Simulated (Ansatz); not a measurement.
# Al2Au in Ansatz: the effect of functional

Al2Au:

```
Au Al
1.0
     0.00000    3.01987    3.01987
     3.01987    0.00000    3.01987
     3.01987    3.01987    0.00000
Au Al
1 2
Direct
  0.00000 0.00000 0.00000
  0.75000 0.75000 0.75000
  0.25000 0.25000 0.25000
```

The cell isn't the ideal one: volume scaled by 1.02.

Alike in all runs:

- Program: Ansatz 0.2.0
- Task: single point
- Potentials or basis: Ansatz PAW
- k mesh: 8 × 8 × 8
- Occupations: fermi-dirac, width 0.05 eV
- Spin: no spin polarisation

```csv
functional,cutoff,pressure (GPa)
LDA,420 eV (not typed: the program's choice for these potentials),?
PBEsol,420 eV (not typed: the program's choice for these potentials),-2.1
r2SCAN,500 eV (not typed: the program's choice for these potentials),-1.8
```

Problem. What does the run with functional LDA give?

Solution. Pressure -4.7 GPa.

Caveats: the PAW data sets come from PBE, with cores solved anew for the run's functional, which leaves a small shift of forces and pressure.
